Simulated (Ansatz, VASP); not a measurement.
One calculation of AlNi, two programs

```
Al Ni
1.0
     2.89308    0.00000    0.00000
     0.00000    4.09144    0.00000
     0.00000    0.00000   19.09144
Al Ni
3 3
Cartesian
  0.0000 2.0457 7.4266
  0.0000 0.0000 9.5457
  0.0000 2.0457 11.6648
  1.4465 0.0000 7.6088
  1.4465 2.0457 9.5457
  1.4465 0.0000 11.4826
```

Alike in both runs: functional PBE; k mesh 12 × 9 × 1; occupations gaussian, width 0.1 eV; no spin polarisation.

Ansatz relaxed the structure, and its values are those at the end. VASP's run is a single point on that final structure, the one shown.

|  | VASP | Ansatz |
| --- | --- | --- |
| version | VASP 6.6.1 | Ansatz 0.2.0 |
| potentials or method | VASP PAW PBE potentials, release 64 (Al, Ni) | scalar-relativistic, plane waves, PAW |
| plane-wave cutoff (eV) | 520 | 420 |
| valence electrons in the cell | 39 | 63 |

|  | VASP | Ansatz | Ansatz less VASP |
| --- | --- | --- | --- |
| gap on the k mesh at the Fermi level (eV) | none | none | - |
| rms of the force components (eV/Å) | 0.006 | 0.001 | -0.0055 |
| work function, face that differs most (eV) | 4.58 | 4.74 | +0.159 |

A gap of «none» marks a metal or a gap that the smearing closes. The two sets of potentials don't hold the same shells in valence. Ansatz warned: «xc_potential_rough_in_thin_density».

Spin polarisation is off, so any magnetic state and its effect on volume and gap are missing.
